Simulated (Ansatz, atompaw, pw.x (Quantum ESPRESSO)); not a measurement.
## cadmium: does the PAW (atompaw) potential hold in the solid?

```json
{"Element": "cadmium (Cd)", "Generator": "atompaw 4.2.0.5", "Type": "PAW", "Functional": "PBE", "Relativity": "scalar-relativistic", "Frozen core": "[Ar] 3d10 4s2", "Valence charge": "18", "Reference configuration": "4p6 4d10 5s1 5p1", "Partial waves": "5s (bound): rc 2.30 bohr; 5s channel at -0.1 Ry: rc 2.30 bohr; 4p (bound): rc 1.65 bohr; 5p (bound): rc 2.30 bohr; 4d (bound): rc 2.30 bohr; 4d channel at 0.45 Ry: rc 2.30 bohr", "Local potential": "bessel scheme, radius 2.25 bohr", "Core correction": "smooth core density matched at 1.25 bohr", "Augmentation charge": "gaussian compensation charge, radius 2.25 bohr; PAW radius 2.30 bohr; waves and projectors: custom polynom2 7 10 vanderbiltortho"}
```

Atomic tests: cutoffs needed: 30 Ry and 140 Ry (the cutoffs (Ry, on a coarse ladder) from which the occupation-weighted sum of valence levels, in a spherical-Bessel basis at the reference potential, stays within 10 and 1 mRy of its value at 400 Ry); ghost test: no extra level below or beside the all-electron valence levels (s, p, d, f tested) (spherical-Bessel basis up to 400 Ry, 20 bohr box); lowest eigenvalue of the overlap operator: 0.17 (s channel).

Crystal test: bcc Cd in pw.x 7.5, no spin, 13³ k-points, Fermi–Dirac smearing 0.01 Ry, cutoffs 170/900 Ry. The reference is all-electron LAPW (Ansatz 0.2.0) with the same functional, mesh and smearing; V0 and B0 come from Birch–Murnaghan fits to the pressures at five volumes. Errors are pseudo minus all-electron; Δ is the rms difference of the E(V) curves that follow from these fits, minima aligned, over ±6 % about the mean V0. Mesh and smearing are coarse, so the numbers serve the comparison and aren't converged zero-temperature values; the lattice is a test structure that the element need not adopt.

```csv
V (Å³/atom),P all-electron (GPa),P pseudo (GPa)
22.321,2.01,-0.93
22.909,0.82,-2.07
23.496,-0.18,-2.97
24.083,-1.00,-3.71
24.671,-1.68,-4.27
```

All-electron: a0 = 3.603 Å (V0 = 23.38 Å³/atom), B0 = 37.4 GPa.

Pseudopotential: mean pressure error (GPa): -2.78. The pressure does not cross zero within the volumes sampled, so no fit is given. This is a poor potential for the solid.

At the middle volume, how do free energy and pressure move when the wave cutoff is lowered (ecutrho held at 900 Ry)?

```tsv
cutoff (Ry)	shift of F (meV/atom)	shift of P (GPa)
76	+25.9	-0.00
102	+18.5	+0.09
136	+4.5	+0.16
```

The 8 pw.x runs together took about 7 min on one core of a shared server CPU.
